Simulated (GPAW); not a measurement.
Runs of GPAW 26.7.0 on Ti. Symmetry: P6_3/mmc, No. 194, hexagonal system. The conventional cell has a = 2.950 Å, b = 2.950 Å, c = 4.680 Å, α = 90.00°, β = 90.00°, γ = 120.00°. Around Ti (site symmetry -6m2) lie 12 Ti at 2.89 to 2.95 Å. 

```csv
task,level,potentials or basis,cell,k mesh,smearing,band path,band points,optimizer,fmax,max steps,gap on the mesh (eV),pressure (GPa)
single point,PBE,"GPAW PAW data sets (gpaw-data 1.2.1), pw",as given,10 × 10 × 6,gaussian 0.02 eV,-,-,-,-,-,none,-2.0
single point,PBE,"GPAW PAW data sets (gpaw-data 1.2.1), pw",as given,10 × 10 × 6,gaussian 0.018 eV,-,-,-,-,-,none,-2.0
single point,PBEsol,"PAW data sets generated in the run's folder for this functional, pw",as given,10 × 10 × 6,fermi-dirac 0.05 eV,-,-,-,-,-,none,-6.2
band structure,LDA,"the program's PAW data sets (release 1.2.1) made for this functional, pw",as given,10 × 10 × 6,fermi-dirac 0.05 eV,"GMKGALHA,LM,KH",100,-,-,-,-,-10.3
relaxation of cell and atoms,PBEsol+D3(BJ),"PAW data sets generated in the run's folder for this functional, pw",relaxed,9 × 9 × 5,fermi-dirac 0.05 eV,-,-,BFGS,0.02 eV/Å,60,none,-0.1
density of states,PBEsol+D3(BJ),"PAW data sets generated in the run's folder for this functional, pw",as given,10 × 10 × 6,methfessel-paxton 0.1 eV,-,-,-,-,-,none,-11.6
band structure,RPBE,"the program's PAW data sets (release 1.2.1) made for this functional, pw",as given,10 × 10 × 6,fermi-dirac 0.05 eV,"GMKGALHA,LM,KH",80,-,-,-,-,(a)
```

Alike in all rows: no spin polarisation; cutoff (eV) 600.

**Question.** Fill in the values left out.

**Answer.** (a) 1.1.

Caveats: pairwise dispersion overbinds metals, which lowers pressure and volume (some runs); later steps reuse the first step's grids (some runs); this smearing can pin the Fermi level at a band edge (some runs).

A k mesh can miss the band edges.

A gap of «none» marks a metal or a gap under the smearing width.

Not every run made on this cell is shown here.
